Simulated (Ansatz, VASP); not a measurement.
## Ta in VASP and in Ansatz

```
Ta
1.0
     2.85883    0.00000    0.00000
    -1.42941    2.47582    0.00000
     0.00000    0.00000    5.09795
Ta
2
Cartesian
  0.0000 1.6505 1.2745
  1.4294 0.8253 3.8235
```

Alike in both runs: functional PBEsol; k mesh 6 × 6 × 4; occupations gaussian, width 0.1 eV; no spin polarisation.

Ansatz relaxed the structure, and its values are those at the end. VASP's run is a single point on that final structure, the one shown.

```csv
,VASP,Ansatz
version,VASP 6.6.1,Ansatz 0.2.0
potentials or method,"VASP PAW PBE potentials, release 64 (Ta_pv)","scalar-relativistic, plane waves, PAW"
plane-wave cutoff (eV),520,420
valence electrons in the cell,22,26
```

|  | VASP | Ansatz | Ansatz less VASP |
| --- | --- | --- | --- |
| gap on the k mesh at the Fermi level (eV) | none | none | - |
| pressure (GPa) | 0.0 | -0.1 | -0.15 |

A gap of «none» marks a metal or a gap that the smearing closes. With one functional, cell and mesh, what is left measures potentials, basis and numerics. The two sets of potentials don't hold the same shells in valence.

Caveats: the k mesh is coarse (spacing up to 0.42 Å⁻¹), so the values aren't converged; the PAW data sets were made with another functional, which shifts forces and pressure a little (VASP). The runs have no spin-orbit coupling, so splittings on Ta are missing.
